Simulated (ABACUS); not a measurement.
Input of an ABACUS 3.10.1 run:

Contents of INPUT:

```
INPUT_PARAMETERS
suffix              BN
calculation         nscf
basis_type          pw
pseudo_dir          ./
symmetry            -1
dft_functional      MGGA_X_R2SCAN+MGGA_C_R2SCAN
ecutwfc             97.0
pseudo_rcut         10
nspin               1
nbands              14
ks_solver           dav
smearing_method     fd
smearing_sigma      0.00367493
scf_thr             1e-08
scf_nmax            100
mixing_type         broyden
mixing_beta         0.7
mixing_tau          1
init_chg            file
pw_diag_thr         1e-07
out_band            1
kpar                4
```

The input STRU:

```
ATOMIC_SPECIES
N 14.0070 N_ONCV_PBE-1.2.upf
B 10.8100 B_ONCV_PBE-1.2.upf

LATTICE_CONSTANT
1.8897261246

LATTICE_VECTORS
-1.8130010000 0.0000000000 1.8130010000
0.0000000000 1.8130010000 1.8130010000
-1.8130010000 1.8130010000 0.0000000000

ATOMIC_POSITIONS
Direct

N
0.0
1
0.7500000000 0.7500000000 0.7500000000 1 1 1

B
0.0
1
0.0000000000 0.0000000000 0.0000000000 1 1 1
```

KPT

```
K_POINTS
12
Line
0.00000000 0.00000000 0.00000000 10 // G
0.50000000 0.00000000 0.50000000 10 // X
0.50000000 0.25000000 0.75000000 10 // W
0.37500000 0.37500000 0.75000000 10 // K
0.00000000 0.00000000 0.00000000 10 // G
0.50000000 0.50000000 0.50000000 10 // L
0.62500000 0.25000000 0.62500000 10 // U
0.50000000 0.25000000 0.75000000 10 // W
0.50000000 0.50000000 0.50000000 10 // L
0.37500000 0.37500000 0.75000000 1 // K
0.62500000 0.25000000 0.62500000 10 // U
0.50000000 0.00000000 0.50000000 1 // X
```

Potentials or basis: SG15 ONCV 1.2 PBE, plane waves.

Launch:

```bash
$ OMP_NUM_THREADS=1 mpirun -np 4 abacus > log
```

Q: Estimate the band gap along the path.

A: 4.97 eV, indirect (least direct gap 9.47 eV).

Levels at the corners of the path, in eV from the Fermi level:
| point | band 2 | band 3 | band 4 | band 5 | band 6 | band 7 |
| --- | --- | --- | --- | --- | --- | --- |
| Γ | -3.74 | -3.74 | -3.74 | 5.73 | 5.73 | 5.73 |
| X | -13.08 | -8.83 | -8.83 | 1.23 | 5.98 | 15.35 |
| W | -11.77 | -10.90 | -10.39 | 6.62 | 10.31 | 11.52 |
| K | -12.29 | -11.59 | -7.97 | 3.74 | 9.82 | 13.11 |
| Γ | -3.74 | -3.74 | -3.74 | 5.73 | 5.73 | 5.73 |
| L | -14.80 | -5.76 | -5.76 | 6.72 | 7.72 | 7.72 |
| U | -12.29 | -11.59 | -7.97 | 3.74 | 9.82 | 13.11 |
| W | -11.77 | -10.90 | -10.39 | 6.62 | 10.31 | 11.52 |
| L | -14.80 | -5.76 | -5.76 | 6.72 | 7.72 | 7.72 |
| K | -12.29 | -11.59 | -7.97 | 3.74 | 9.82 | 13.11 |
| U | -12.29 | -11.59 | -7.97 | 3.74 | 9.82 | 13.11 |
| X | -13.08 | -8.83 | -8.83 | 1.23 | 5.98 | 15.35 |

Caveat: the density is read from an earlier self-consistent run, whose mesh may be coarse.

**The experiment to reproduce.**

A printed reference work, monograph reports, for a bulk crystal of BN at 300 K: band gap 6.4 eV (indirect).

A measured gap of BN is 6.4 eV (indirect; 300 K; a printed reference work, monograph); the calculated 4.97 eV misses it by -1.43 eV. The value is that of r2SCAN, without temperature or zero-point motion. The cell is a database's relaxed one, not the measured one, which moves gaps too.
